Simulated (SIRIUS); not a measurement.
The system is CuO.

```xyz
2
Lattice="0.0000 2.3273 2.3273 2.3273 0.0000 2.3273 2.3273 2.3273 0.0000" Properties=species:S:1:pos:R:3 pbc="T T T"
Cu    0.0000    0.0000    0.0000
O     1.1636    1.1636    1.1636
```

Measurements of this composition are mostly on another form, of space group No. 15.

```yaml
Program: SIRIUS 7.10.0
Task: single point
Functional: PBE
Potentials_or_basis: PseudoDojo 0.4.1 PBE standard (scalar relativistic)
Cutoff: 1254 eV
Density_cutoff: 5016 eV
k_mesh: 10 × 10 × 10
Occupations: fermi-dirac, width 0.05 eV
Spin: no spin polarisation
```

On this cell: pressure -9.8 GPa; largest force zero by symmetry; band gap on the k mesh none (metal or under the smearing width).

The same run follows on a disturbed copy (atoms moved at random, drawn with an rms of 0.05 Å):

```
Cu O
1.0
     0.00000    2.32725    2.32725
     2.32725    0.00000    2.32725
     2.32725    2.32725    0.00000
Cu O
1 1
Cartesian
  0.0035 0.0118 0.0065
  1.1878 1.1898 1.1175
```

Task: What changes?

Result: The energy (extrapolated to zero smearing) moves by +1.9 meV/atom; pressure -9.6 GPa; largest force 0.159 eV/Å; band gap on the k mesh none (metal or under the smearing width).

Forces on the atoms (eV/Å):
```
Cu   0.068  0.059 -0.131
O   -0.068 -0.059  0.131
```

Stress tensor (GPa, compression positive):
```
-9.59  0.56 -0.34
 0.56 -9.58 -0.35
-0.34 -0.35 -9.60
```

Caveats: an odd number of electrons without spin polarisation forces a metal; a magnetic or distorted state may lie lower; the run has no spin polarisation, though such a crystal can be magnetic; semilocal functionals often make such compounds metallic where correlation or magnetic order opens a gap, which also shifts bond lengths.
